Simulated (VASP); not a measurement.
Input of a VASP 6.6.1 run:

File INCAR:

```
SYSTEM = Al
ALGO     = Normal         ! electronic algorithm
EDIFF    = 1E-6           ! SCF threshold, eV
ENCUT    = 520            ! plane-wave cutoff, eV
ISIF     = 2              ! what is computed and relaxed
ISMEAR   = -1             ! smearing method
LASPH    = .TRUE.         ! aspherical terms in the spheres
LCHARG   = .FALSE.        ! write CHGCAR
LREAL    = .FALSE.        ! projectors in reciprocal space
LWAVE    = .FALSE.        ! write WAVECAR
NBANDS   = 10             ! bands
NELM     = 80             ! most SCF steps
PREC     = Accurate       ! precision mode
SIGMA    = 0.1            ! smearing width, eV
```

KPOINTS

```
k-points
0
G
  9 9 5
  0 0 0
```

POSCAR

```
Al
1.0
    2.8124600000      0.0000000000      0.0000000000
   -1.4062300000      2.4356600000      0.0000000000
    0.0000000000      0.0000000000      4.8668500000
Al
2
Direct
    0.6666666667      0.3333333333      0.7500000000
    0.3333333333      0.6666666667      0.2500000000
```

Potentials or basis: VASP PAW LDA potentials, release 64 (Al).

The run is started by

```sh
$ cat potpaw_LDA.64/Al/POTCAR > POTCAR
$ mpirun -np 1 vasp_std > vasp.out
```

(1) Estimate the band gap on the k mesh.

(2) What does it give for the pressure?

## Answers

(1) none (metal or under the smearing width).

(2) -3.0 GPa.
